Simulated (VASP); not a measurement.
# Hf: relaxation of cell and atoms with PBEsol

Hf:

```
CELL_PARAMETERS angstrom
0.00000 2.23527 2.23527
2.23527 0.00000 2.23527
2.23527 2.23527 0.00000
ATOMIC_POSITIONS crystal
Hf 0.00000 0.00000 0.00000
```

This isn't the form of Hf at room conditions, which is hcp.

```json
{
 "Program": "VASP 6.6.1",
 "Task": "relaxation of cell and atoms",
 "Functional": "PBEsol",
 "Potentials or basis": "VASP PAW PBE potentials, release 64 (Hf_pv)",
 "Cutoff": "600 eV",
 "k mesh": "16 × 16 × 16",
 "Occupations": "gaussian, width 0.1 eV",
 "Spin": "no spin polarisation",
 "Further INCAR settings": "ALGO = Normal; EDIFF = 1e-07; IBRION = 2; EDIFFG = -0.005; NSW = 90; ISIF = 3"
}
```

```yaml
Relaxed_volume: 21.48 Å³/atom
Relaxed_cell: a = 3.120 Å, b = 3.120 Å, c = 3.120 Å, α = 60.00°, β = 60.00°, γ = 60.00°
Space_group_after_relaxing_to_0.05_Å: Fm-3m (No. 225)
Energy_gained_by_relaxing: 11.1 meV/atom
Ionic_steps: 3
Pressure_after_relaxing: 0.0 GPa
Band_gap_on_the_k_mesh: none (metal or under the smearing width)
```

Step by step:
```tsv
step	energy change (eV)	largest force (eV/Å)	pressure (GPa)	volume (Å³)
1	0.0000	0.0000	-3.99	22.34
2	0.0023	0.0000	4.98	20.59
3	-0.0111	0.0000	-0.03	21.48
```

Final structure:
```
CELL_PARAMETERS angstrom
0.00000 2.20634 2.20634
2.20634 0.00000 2.20634
2.20634 2.20634 0.00000
ATOMIC_POSITIONS crystal
Hf 0.00000 0.00000 0.00000
```

Levels at points of the mesh, in eV from the Fermi level:
| k point | band 3 | band 4 | band 5 | band 6 | band 7 | band 8 |
| --- | --- | --- | --- | --- | --- | --- |
| (0.00, 0.00, 0.00) | -29.81 | -7.36 | 1.41 | 1.41 | 1.41 | 4.34 |
| (0.50, 0.00, 0.00) | -29.94 | -3.76 | 0.75 | 1.16 | 1.16 | 6.59 |
| (0.50, 0.50, 0.00) | -30.15 | -3.43 | -2.28 | 2.76 | 6.60 | 7.26 |

It took 66 s on 1 thread of Intel(R) Xeon(R) 6975P-C (Granite Rapids), with other jobs on the host, peak memory 0.2 GiB.

Caveat: the PAW data sets were made with another functional, which shifts forces and pressure a little. Spin-orbit coupling is left out, which matters for the levels of Hf.
